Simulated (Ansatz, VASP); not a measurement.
## MgO in VASP and in Ansatz

```xyz
4
Lattice="3.4864 0.0000 0.0000 -1.7432 3.0193 0.0000 0.0000 0.0000 4.1780" Properties=species:S:1:pos:R:3 pbc="T T T"
Mg    1.7432    1.0064    3.1335
Mg    0.0000    2.0129    1.0445
O     1.7441    0.8664    1.0984
O     0.0000    2.0129    3.1335
```

Change from the starting cell: one atom moved.

Alike in both runs: task single point; functional PBE; k mesh 9 × 9 × 6; occupations gaussian, width 0.02 eV; no spin polarisation.

```csv
,VASP,Ansatz
version,VASP 6.6.1,Ansatz 0.2.0
potentials or method,"VASP PAW PBE potentials, release 64 (Mg, O)","scalar-relativistic, plane waves, PAW"
plane-wave cutoff (eV),520,420
valence electrons in the cell,16,32
```

Ansatz gave:

- gap on the k mesh at the Fermi level (eV): 3.42
- least direct gap on the mesh (eV): 3.42
- pressure (GPa): 5.7
- largest component of the traceless stress (GPa): 5.44
- rms of the force components (eV/Å): 0.720

Estimate VASP's values.

gap on the k mesh at the Fermi level (eV): 3.40; least direct gap on the mesh (eV): 3.40; pressure (GPa): 5.2; largest component of the traceless stress (GPa): 5.52; rms of the force components (eV/Å): 0.729.

Atom by atom the forces differ by 0.008 eV/Å (rms over components). The two sets of potentials don't hold the same shells in valence.

Caveats: forces of over 1 eV/Å show positions far from the minimum, so gaps and moduli don't describe the material at rest.
